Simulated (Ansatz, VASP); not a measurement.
Two plane-wave programs on CuAu

```
Cu Au
1.0
     2.84974    0.00000    0.00000
     0.00000    2.84974    0.00000
     0.00000    0.00000    3.52951
Cu Au
1 1
Direct
  0.50000 0.50000 0.50000
  0.00000 0.00000 0.00000
```

Alike in both runs: functional PBE; dispersion D3(BJ); k mesh 14 × 14 × 12; occupations gaussian, width 0.1 eV; no spin polarisation.

Ansatz relaxed the structure, and its values are those at the end. VASP's run is a single point on that final structure, the one shown.

```csv
,VASP,Ansatz
version,VASP 6.6.1,Ansatz 0.2.0
potentials or method,"VASP PAW PBE potentials, release 64 (Cu, Au)","scalar-relativistic, plane waves, PAW"
plane-wave cutoff (eV),520,420
valence electrons in the cell,22,38
```

```csv
,VASP,Ansatz,Ansatz less VASP
gap on the k mesh at the Fermi level (eV),none,none,-
pressure (GPa),0.2,0.0,-0.20
```

A gap of «none» marks a metal or a gap that the smearing closes. The two sets of potentials don't hold the same shells in valence.

Caveats: pairwise dispersion overbinds metals, which lowers pressure and volume. The runs have no spin-orbit coupling, so splittings on Au are missing.
